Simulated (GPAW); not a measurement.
# BaTiO3 (Pm-3m) in GPAW: notebook

The runs below take BaTiO3 through dielectric tensor, band structure, with PBE, PBEsol, PBEsol+U.

Program: GPAW 26.7.0. These are calculated values, not measurements. Logs are shortened: lines on timing, memory, paths and dates and some standing lists are left out, and cuts for length are marked. The log counts tension as positive stress, the text compression.

### 1 Starting point

It takes space group Pm-3m (No. 221, cubic). Conventional cell: a = 4.006 Å, b = 4.006 Å, c = 4.006 Å, α = 90.00°, β = 90.00°, γ = 90.00°. Ba (site symmetry m-3m) has 12 O at 2.83 Å as nearest neighbours. Ti (site symmetry m-3m) has 6 O at 2.00 Å as nearest neighbours. O (site symmetry 4/mmm) is surrounded by 2 Ti at 2.00 Å.

### 2 Dielectric tensor, PBE

run.py reads:

```python
import numpy as np
from ase import Atoms
from ase.dft.bandgap import bandgap
from ase.io import write
from gpaw import GPAW, PW
from gpaw.response.df import DielectricFunction

atoms = Atoms(['Ba', 'Ti', 'O', 'O', 'O'],
              cell=[[4.006, 0.0, 0.0],
                    [0.0, 4.006, 0.0],
                    [0.0, 0.0, 4.006]],
              scaled_positions=[[0.5, 0.5, 0.5],
                                [0.0, 0.0, 0.0],
                                [0.0, 0.0, 0.5],
                                [0.0, 0.5, 0.0],
                                [0.5, 0.0, 0.0]],
              pbc=True)

calc = GPAW(mode=PW(600),
            xc='PBE',
            kpts={'size': (6, 6, 6), 'gamma': True},
            occupations={'name': 'fermi-dirac', 'width': 0.001},
            nbands=36,
            convergence={'density': 1e-06},
            maxiter=150,
            txt='gpaw.txt')
atoms.calc = calc
energy = atoms.get_potential_energy()
calc.write('gs.gpw')
write('result.traj', atoms)
print(f'Energy: {energy:.6f} eV')
print('Fermi level:', round(calc.get_fermi_level(), 4), 'eV')
print(f'Gap: {bandgap(calc)[0]:.4f} eV, direct: {bandgap(calc, direct=True)[0]:.4f} eV')

for size in [(11, 11, 11), (15, 15, 15)]:
    name = 'x'.join(str(n) for n in size)
    dense = calc.fixed_density(kpts={'size': size, 'gamma': True},
                               nbands=66, convergence={'bands': 60, 'eigenstates': 1e-7},
                               update_fermi_level=True, txt=f'dense-{name}.txt')
    dense.write(f'{name}.gpw', mode='all')
    df = DielectricFunction(f'{name}.gpw', frequencies=np.array([0.0]), hilbert=False, eta=0.001,
                            ecut=80, nbands=60, intraband=False, txt=f'df-{name}.txt')
    for xc in ['RPA', 'LR0.3', 'Bootstrap']:
        for direction in ['x', 'y', 'z', [0, 1, 1], [1, 0, 1], [1, 1, 0]]:
            e0, e = df.get_macroscopic_dielectric_constant(xc=xc, direction=direction)
            print(f'{name} {xc} {direction}: {e0:.4f} without, {e:.4f} with local fields')
```

Potentials or basis: GPAW PAW data sets (gpaw-data 1.2.1), pw.

Started as:

```
> OMP_NUM_THREADS=1 python run.py
```

gpaw.txt:

```text
__  _  _
 | _ |_)|_||  |
 |__||  | ||/\| - 26.7.0

Input parameters:
  mode=PW(ecut=600.0),
  convergence={'density': 1e-06},
  kpts=MonkhorstPack(size=(6, 6, 6), gamma=True),
  maxiter=150,
  nbands=36,
  occupations=Occupations(name='fermi-dirac', width=0.001),
  xc=XC(name='PBE')

Diagonalizing LCAO Hamiltonian
Converting LCAO to pw mode
   .---------.
  /|         |
 * |         |
 | |   Ba    |
 O |         |
 | .---------.
 |/         /
 Ti---O----*

Atoms  # Å, Bohr magnetons
|   | symbol |        x |        y |        z |    initial magnetic moments |
|---|--------|----------|----------|----------|-----------------------------|
| 0 |     Ba | 2.003000 | 2.003000 | 2.003000 | ( 0.0000,  0.0000,  0.0000) |
| 1 |     Ti | 0.000000 | 0.000000 | 0.000000 | ( 0.0000,  0.0000,  0.0000) |
| 2 |      O | 0.000000 | 0.000000 | 2.003000 | ( 0.0000,  0.0000,  0.0000) |
| 3 |      O | 0.000000 | 2.003000 | 0.000000 | ( 0.0000,  0.0000,  0.0000) |
| 4 |      O | 2.003000 | 0.000000 | 0.000000 | ( 0.0000,  0.0000,  0.0000) |

Unit cell  # Å
| periodic |        x |        y |        z |  lengths |    angles |
|----------|----------|----------|----------|----------|-----------|
|      yes | 4.006000 | 0.000000 | 0.000000 | 4.006000 | 90.000000 |
|      yes | 0.000000 | 4.006000 | 0.000000 | 4.006000 | 90.000000 |
|      yes | 0.000000 | 0.000000 | 4.006000 | 4.006000 | 90.000000 |

Number of symmetries: 48
Symmetry operations  # r_c * U_cc + t_c -> r_c
|    | kind |            matrix            |
|----|------|------------------------------|
|  0 |  E   |  1, 0, 0,  0, 1, 0,  0, 0, 1 |
|  1 |  σ   |  1, 0, 0,  0, 1, 0,  0, 0,-1 |
|  2 |  σ   |  1, 0, 0,  0, 0, 1,  0, 1, 0 |
|  3 |  C4  |  1, 0, 0,  0, 0, 1,  0,-1, 0 |
|  4 |  C4  |  1, 0, 0,  0, 0,-1,  0, 1, 0 |
|  5 |  σ   |  1, 0, 0,  0, 0,-1,  0,-1, 0 |
|  6 |  σ   |  1, 0, 0,  0,-1, 0,  0, 0, 1 |
|  7 |  C2  |  1, 0, 0,  0,-1, 0,  0, 0,-1 |
|  8 |  σ   |  0, 1, 0,  1, 0, 0,  0, 0, 1 |
|  9 |  C2  |  0, 1, 0,  1, 0, 0,  0, 0,-1 |
| 10 |  C3  |  0, 1, 0,  0, 0, 1,  1, 0, 0 |
| 11 |  S6  |  0, 1, 0,  0, 0, 1, -1, 0, 0 |
| 12 |  S6  |  0, 1, 0,  0, 0,-1,  1, 0, 0 |
| 13 |  C3  |  0, 1, 0,  0, 0,-1, -1, 0, 0 |
| 14 |  C4  |  0, 1, 0, -1, 0, 0,  0, 0, 1 |
| 15 |  S4  |  0, 1, 0, -1, 0, 0,  0, 0,-1 |
| 16 |  C3  |  0, 0, 1,  1, 0, 0,  0, 1, 0 |
| 17 |  S6  |  0, 0, 1,  1, 0, 0,  0,-1, 0 |
| 18 |  σ   |  0, 0, 1,  0, 1, 0,  1, 0, 0 |
| 19 |  C4  |  0, 0, 1,  0, 1, 0, -1, 0, 0 |
| 20 |  C2  |  0, 0, 1,  0,-1, 0,  1, 0, 0 |
| 21 |  S4  |  0, 0, 1,  0,-1, 0, -1, 0, 0 |
| 22 |  S6  |  0, 0, 1, -1, 0, 0,  0, 1, 0 |
| 23 |  C3  |  0, 0, 1, -1, 0, 0,  0,-1, 0 |
| 24 |  S6  |  0, 0,-1,  1, 0, 0,  0, 1, 0 |
| 25 |  C3  |  0, 0,-1,  1, 0, 0,  0,-1, 0 |
| 26 |  C4  |  0, 0,-1,  0, 1, 0,  1, 0, 0 |
| 27 |  σ   |  0, 0,-1,  0, 1, 0, -1, 0, 0 |
| 28 |  S4  |  0, 0,-1,  0,-1, 0,  1, 0, 0 |
| 29 |  C2  |  0, 0,-1,  0,-1, 0, -1, 0, 0 |
| 30 |  C3  |  0, 0,-1, -1, 0, 0,  0, 1, 0 |
| 31 |  S6  |  0, 0,-1, -1, 0, 0,  0,-1, 0 |
| 32 |  C4  |  0,-1, 0,  1, 0, 0,  0, 0, 1 |
| 33 |  S4  |  0,-1, 0,  1, 0, 0,  0, 0,-1 |
| 34 |  S6  |  0,-1, 0,  0, 0, 1,  1, 0, 0 |
| 35 |  C3  |  0,-1, 0,  0, 0, 1, -1, 0, 0 |
| 36 |  C3  |  0,-1, 0,  0, 0,-1,  1, 0, 0 |
| 37 |  S6  |  0,-1, 0,  0, 0,-1, -1, 0, 0 |
| 38 |  σ   |  0,-1, 0, -1, 0, 0,  0, 0, 1 |
| 39 |  C2  |  0,-1, 0, -1, 0, 0,  0, 0,-1 |
| 40 |  σ   | -1, 0, 0,  0, 1, 0,  0, 0, 1 |
| 41 |  C2  | -1, 0, 0,  0, 1, 0,  0, 0,-1 |
| 42 |  C2  | -1, 0, 0,  0, 0, 1,  0, 1, 0 |
| 43 |  S4  | -1, 0, 0,  0, 0, 1,  0,-1, 0 |
| 44 |  S4  | -1, 0, 0,  0, 0,-1,  0, 1, 0 |
| 45 |  C2  | -1, 0, 0,  0, 0,-1,  0,-1, 0 |
| 46 |  C2  | -1, 0, 0,  0,-1, 0,  0, 0, 1 |
| 47 |  i   | -1, 0, 0,  0,-1, 0,  0, 0,-1 |

BZ-sampling:
  Number of BZ points: 216
  Number of IBZ points: 20

  Monkhorst-Pack size: [6, 6, 6]
  Monkhorst-Pack shift: [0.08333333333333333, 0.08333333333333333, 0.08333333333333333]

K-points  # in reciprocal-cell coordinates
|     |                                coordinates |     weight |
|-----|--------------------------------------------|------------|
|   0 | (  0.00000000,   0.00000000,   0.00000000) | 0.00462963 |
|   1 | (  0.16666667,   0.00000000,   0.00000000) | 0.02777778 |
|   2 | (  0.16666667,   0.16666667,   0.00000000) | 0.05555556 |
|   3 | (  0.16666667,   0.16666667,   0.16666667) | 0.03703704 |
|   4 | (  0.33333333,   0.00000000,   0.00000000) | 0.02777778 |
|   5 | (  0.33333333,   0.16666667,   0.00000000) | 0.11111111 |
|   6 | (  0.33333333,   0.16666667,   0.16666667) | 0.11111111 |
|   7 | (  0.33333333,   0.33333333,   0.00000000) | 0.05555556 |
|   8 | (  0.33333333,   0.33333333,   0.16666667) | 0.11111111 |
|   9 | (  0.33333333,   0.33333333,   0.33333333) | 0.03703704 |
| ... |                                            |            |
|  19 | (  0.50000000,   0.50000000,   0.50000000) | 0.00462963 |

Plane wave coefficients: 2176
Cutoff: 600.0 eV

Spin-components: 1 (collinear spins)
Bands:           36
Projectors:      27
Spin-degeneracy: 2
Datatype:        complex128

Parallelization:
  kpt:    1
  domain: 1
  band:   1

Density:
  Valence electrons: 40.0
  Components: 1
  Grid points: [24 24 24]
  Charge: 0.0  # |e|

Potential:
  Grid points: [24 24 24]

species:
  Ba:
    name:    Barium
    Z:       56.0
    valence: 10
    core:    46
    charge:  0.0  # [|e|]
    compensation charges:
      type: gauss
      rc: 0.37  # [Å]
      lmax: 2
    cutoffs:
      filter: 2.06  # [Å]
      core: 2.33  # [Å]
    projectors
    | kind |    occ | energy [eV] | rcut [Å] |
    |------|--------|-------------|----------|
    |   5s |  2.000 |     -33.644 |    1.164 |
    |   6s |  2.000 |      -3.229 |    1.164 |
    |   5p |  6.000 |     -18.744 |    1.164 |
    |    p |        |       0.000 |    1.164 |
    |    d |        |       0.000 |    1.164 |
    |    d |        |      27.211 |    1.164 |

    Using partial waves for Ba as LCAO basis

  Ti:
    name:    Titanium
    Z:       22.0
    valence: 12
    core:    10
    charge:  0.0  # [|e|]
    compensation charges:
      type: gauss
      rc: 0.38  # [Å]
      lmax: 2
    cutoffs:
      filter: 2.23  # [Å]
      core: 1.02  # [Å]
    projectors
    | kind |    occ | energy [eV] | rcut [Å] |
    |------|--------|-------------|----------|
    |   3s |  2.000 |     -62.623 |    1.270 |
    |   4s |  2.000 |      -4.466 |    1.270 |
    |   3p |  6.000 |     -38.862 |    1.058 |
    |   4p |  0.000 |      -1.466 |    1.058 |
    |   3d |  2.000 |      -4.258 |    1.058 |
    |    d |        |      22.953 |    1.058 |

    Using partial waves for Ti as LCAO basis

  O:
    name:    Oxygen
    Z:       8.0
    valence: 6
    core:    2
    charge:  0.0  # [|e|]
    compensation charges:
      type: gauss
      rc: 0.21  # [Å]
      lmax: 2
    cutoffs:
      filter: 1.17  # [Å]
      core: 0.83  # [Å]
    projectors
    | kind |    occ | energy [eV] | rcut [Å] |
    |------|--------|-------------|----------|
    |   2s |  2.000 |     -23.961 |    0.688 |
    |   2p |  4.000 |      -9.029 |    0.598 |
    |    s |        |       3.251 |    0.688 |
    |    p |        |      18.182 |    0.598 |
    |    d |        |       0.000 |    0.619 |

    Using partial waves for O as LCAO basis

Reference energy: -250624.413696  # eV

eigensolver:
  PPCG
  Converge bands: occupied
  niter=2

density mixing:
  MSR1-Mixer
  Pratt-step length: 0.05
  Maximum mixing coefficient: 0.75
  Old densities: 10
  SVD Regularization: 0.005
  Good broyden scale: 1.0
  Trust region scale: 1.0
  Backstep threshold: 4.0
  History deletion threshold: 6.0
  Fourier metric: weight=20.0, sigma=0.015

occupation numbers:
  Fermi-Dirac:
    width: 0.0010  # eV

poisson solver:
  ecut: 4800.0  # eV

xc functional:
  name: PBE with 2 nearest neighbor stencil

convergence criteria:
- Maximum integral of absolute [dens]ity change: 1e-06 electrons / valence electron
- Maximum [total energy] change in last 3 cyles: 0.0005 eV / valence electron
- Maximum integral of absolute [eigenst]ate change: 4e-08 eV^2 / valence electron
maximum number of iterations: 150

SCF iterations
|iter     | |      energy | eigst |  dens |
|---------|-|-------------|-------|-------|
|iter:   1| |  -44.566214 | +0.09 |       |
|iter:   2| |  -42.846720 | -1.56 | -0.87 |
|iter:   3| |  -39.465316 | -0.95 | -0.94 |
|iter:   4| |  -39.258912 | -2.14 | -1.45 |
|iter:   5| |  -39.221928 | -2.83 | -1.62 |
|iter:   6| |  -39.227775 | -3.49 | -1.96 |
|iter:   7| |  -39.228022c| -4.93 | -2.80 |
|iter:   8| |  -39.228053c| -5.73 | -3.31 |
|iter:   9| |  -39.228055c| -7.33 | -3.94 |
|iter:  10| |  -39.228055c| -7.84c| -4.98 |
|iter:  11| |  -39.228055c| -8.42c| -5.38 |
|iter:  12| |  -39.228055c| -9.28c| -5.96 |
|iter:  13| |  -39.228055c|-10.06c| -6.61c|

Converged in 13 steps
Energy contributions relative to reference atoms: (reference = -250624.413696)

Energy contributions:
  Kinetic:          42.130710
  Coulomb:         -44.420584
  Zero:              0.581294
  External:          0.000000
  Xc:              -37.519474
  Entropy:          -0.000000
  Spinorbit:         0.000000
  ----------------------------
  Free energy:     -39.228055
  Extrapolated:    -39.228055

dipole moment: (-35.415731, -35.415731, -35.415731)  # |e|*Ang

Fermi level: 8.483
Eigenvalues  # (at kpt = [0.000, 0.000, 0.000])
| band index |      eig [eV] | occ [0-2] |
|------------|---------------|-----------|
|          0 |       -48.947 |     2.000 |
|        ... |               |           |
|         12 |         5.353 |     2.000 |
|         13 |         5.353 |     2.000 |
|         14 |         6.550 |     2.000 |
|         15 |         6.550 |     2.000 |
|         16 |         6.550 |     2.000 |
|         17 |         7.503 |     2.000 |
[... 8 lines left out ...]
|         26 |        12.726 |     0.000 |
|         27 |        15.033 |     0.000 |
|        ... |               |           |
|         35 |        27.249 |     0.000 |

Gap: 1.781 eV
Transition (v -> c):
  (s=0, k=19, n=19, [0.50, 0.50, 0.50]) -> (s=0, k=0, n=20, [0.00, 0.00, 0.00])
Direct/indirect transitions are different
Direct gap: 1.918 eV
Transition at: (s=0, k=0, n=19, [0.00, 0.00, 0.00])
# Writing to gs.gpw (mode='')
```

Run time: 7.2 min. Hardware: 1 thread of AMD EPYC 7R43 (Zen 3), shared host; peak memory 0.94 GiB.

What came out:

- Free energy: -39.2281 eV
- Band gap on the k mesh: 1.78 eV, indirect (least direct gap 1.92 eV)
- Electronic dielectric tensor (diagonal): 6.07

Electronic dielectric tensor:
```
6.07 0.00 0.00
0.00 6.07 0.00
0.00 0.00 6.07
```

Caveat: the long-wavelength limit can be off by several per cent where d states take part; spin-orbit coupling is left out, which moves the levels of the heavy elements; an odd mesh through Γ misses points on the zone boundary, where band edges often lie.

### 3 Band structure, PBEsol

run.py reads:

```python
from ase import Atoms
from ase.dft.bandgap import bandgap
from ase.io import write
from ase.units import GPa
from gpaw import GPAW, PW, setup_paths

setup_paths.insert(0, '.')

atoms = Atoms(['Ba', 'Ti', 'O', 'O', 'O'],
              cell=[[4.006, 0.0, 0.0],
                    [0.0, 4.006, 0.0],
                    [0.0, 0.0, 4.006]],
              scaled_positions=[[0.5, 0.5, 0.5],
                                [0.0, 0.0, 0.0],
                                [0.0, 0.0, 0.5],
                                [0.0, 0.5, 0.0],
                                [0.5, 0.0, 0.0]],
              pbc=True)

calc = GPAW(mode=PW(800),
            xc='PBEsol',
            kpts={'size': (7, 7, 7), 'gamma': True},
            occupations={'name': 'fermi-dirac', 'width': 0.05},
            nbands=36,
            convergence={'density': 1e-05, 'energy': 1e-05},
            maxiter=150,
            txt='gpaw.txt')
atoms.calc = calc
energy = atoms.get_potential_energy()
forces = atoms.get_forces()
stress = atoms.get_stress()
calc.write('gs.gpw')
write('result.traj', atoms)
print(f'Energy: {energy:.6f} eV')
print('Forces (eV/A):')
print(forces.round(4))
print('Stress (GPa):', (stress / GPa).round(3))
print('Fermi level:', round(calc.get_fermi_level(), 4), 'eV')
print(f'Gap: {bandgap(calc)[0]:.4f} eV, direct: {bandgap(calc, direct=True)[0]:.4f} eV')

path = atoms.cell.bandpath('GXMGRX,MR', npoints=80, eps=1e-4)
bs_calc = calc.fixed_density(kpts=path, symmetry='off', nbands=53,
                             convergence={'bands': 'CBM+6.0', 'eigenstates': 1e-6}, txt='bands.txt')
bs = bs_calc.band_structure()
bs.write('bs.json')
print(f'Gap on the path: {bandgap(bs_calc)[0]:.4f} eV')
```

Potentials or basis: PAW data sets generated in the run's folder for this functional, pw.

Started as:

```
> gpaw-setup -f PBEsol Ba O Ti
> OMP_NUM_THREADS=1 python run.py
```

Wall time 92 s (1 thread of Intel Xeon 6975P-C (Granite Rapids), shared host); peak memory 0.57 GiB.

It converged, with:

| Item | Value |
| --- | --- |
| Free energy | -41.4801 eV |
| Pressure | -3.1 GPa |
| Band gap on the k mesh | 1.79 eV, indirect (least direct gap 1.87 eV) |
| Band gap along the path | 1.73 eV, indirect (least direct gap 1.87 eV) |

Levels at the corners of the path, in eV from the valence-band top:
```tsv
point	band 18	band 19	band 20	band 21	band 22	band 23
Γ	-0.14	-0.14	-0.14	1.73	1.73	1.73
X	-1.85	-0.71	-0.71	1.89	3.51	3.51
M	-0.87	-0.87	-0.08	3.52	3.52	3.93
Γ	-0.14	-0.14	-0.14	1.73	1.73	1.73
R	0.00	0.00	0.00	4.19	4.19	4.19
X	-1.85	-0.71	-0.71	1.89	3.51	3.51
M	-0.87	-0.87	-0.08	3.52	3.52	3.93
R	0.00	0.00	0.00	4.19	4.19	4.19
```

Caveat: spin-orbit coupling is left out, which moves the levels of the heavy elements. Expect the measured gap to be larger: semilocal functionals such as PBEsol lack the derivative discontinuity.

### 4 Band structure, PBEsol+U

run.py, as its differences from that of step 3:

```diff
@@ -23,2 +23,3 @@
             occupations={'name': 'fermi-dirac', 'width': 0.05},
+            setups={'Ti': ':d,1.0'},
             nbands=36,
```

Started as:

```
> gpaw-setup -f PBEsol Ba O Ti
> OMP_NUM_THREADS=1 python run.py
```

Run time: 94 s. Hardware: 1 thread of Intel Xeon 6975P-C (Granite Rapids), shared host; peak memory 0.57 GiB.

Results (log left out):

```
Free energy             : -40.7836 eV
Pressure                : -2.7 GPa
Band gap on the k mesh  : 1.92 eV, indirect (least direct gap 2.01 eV)
Band gap along the path : 1.86 eV, indirect (least direct gap 2.01 eV)
```

Levels at the corners of the path, in eV from the valence-band top:
```tsv
point	band 16	band 17	band 18	band 19	band 20	band 21	band 22	band 23	band 24	band 25
Γ	-1.12	-1.12	-0.15	-0.15	-0.15	1.86	1.86	1.86	3.99	3.99
X	-1.95	-1.83	-1.83	-0.73	-0.73	2.03	3.64	3.64	4.00	5.97
M	-2.70	-1.78	-0.88	-0.88	-0.08	3.65	3.65	4.07	4.82	7.75
Γ	-1.12	-1.12	-0.15	-0.15	-0.15	1.86	1.86	1.86	3.99	3.99
R	-2.39	-2.39	0.00	0.00	0.00	4.33	4.33	4.33	6.64	6.64
X	-1.95	-1.83	-1.83	-0.73	-0.73	2.03	3.64	3.64	4.00	5.97
M	-2.70	-1.78	-0.88	-0.88	-0.08	3.65	3.65	4.07	4.82	7.75
R	-2.39	-2.39	0.00	0.00	0.00	4.33	4.33	4.33	6.64	6.64
```

Caveat: spin-orbit coupling is left out, which moves the levels of the heavy elements.

[end of part 1 of 2]
